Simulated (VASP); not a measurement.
The cell holds one LiI (rock salt) (100) slab, with vacuum along c, ions free to move until forces fall under 0.03 eV/Å, no reconstruction beyond this cell, dipole correction on. Ionisation potential and electron affinity count from the cell's own band edges, surface states included.

Given:

```
LiI
1.0
    4.25678     0.00000     0.00000
    0.00000     4.25678     0.00000
    0.00000     0.00000    27.04000
Li I
4 4
Cartesian
  0.00000   2.12839   9.25772
  2.12839   0.00000  11.80233
  0.00000   2.12839  15.23767
  2.12839   0.00000  17.78228
  0.00000   2.12839  12.04923
  2.12839   0.00000   8.90524
  0.00000   2.12839  18.13476
  2.12839   0.00000  14.99077
```

Level of theory: PBE GGA, VASP's PBE PAW potentials (set 64) (plane waves; VASP 6.6.1). Run with 450 eV cut-off, 5×5×1 Γ-centred mesh, Gaussian smearing of 0.050 eV, potentials Li_sv I.

Slab and bulk use different k-meshes, so the surface energy is good to a few per cent at best.

surface energy: 0.07 J/m²
ionisation potential: 6.11 eV
electron affinity: 1.87 eV

The cell is a thin slab with vacuum, built from LiI (rock salt): (100) face.
